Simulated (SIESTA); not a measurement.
The system is Cu.

```xyz
1
Lattice="0.0000 1.8075 1.8075 1.8075 0.0000 1.8075 1.8075 1.8075 0.0000" Properties=species:S:1:pos:R:3 pbc="T T T"
Cu    0.0000    0.0000    0.0000
```

Base run:

```yaml
Program: SIESTA 5.4.2
Functional: PBE
Potentials_or_basis: PseudoDojo 0.4 standard (PBE files)
Basis: SZP (energy shift 0.003 Ry)
Grid_cutoff: 800 Ry
Energy_shift: 0.003 Ry
k_mesh: 13 × 13 × 13
Occupations: fermi-dirac, width 0.05 eV
Spin: no spin polarisation
```

Its results: band gap on the k mesh none (metal or under the smearing width); pressure -0.8 GPa.

Task: The run is repeated on the same cell with these changes: basis from SZP (energy shift 0.003 Ry) to TZDP (energy shift 0.003 Ry; two zetas on semicore shells). What comes out?

Result: Band gap on the k mesh none (metal or under the smearing width); pressure 1.0 GPa.

Caveats: short orbitals over semicore shells can move pressures by several GPa; the basis of atomic orbitals isn't converged, which shifts pressures, moduli and gaps.
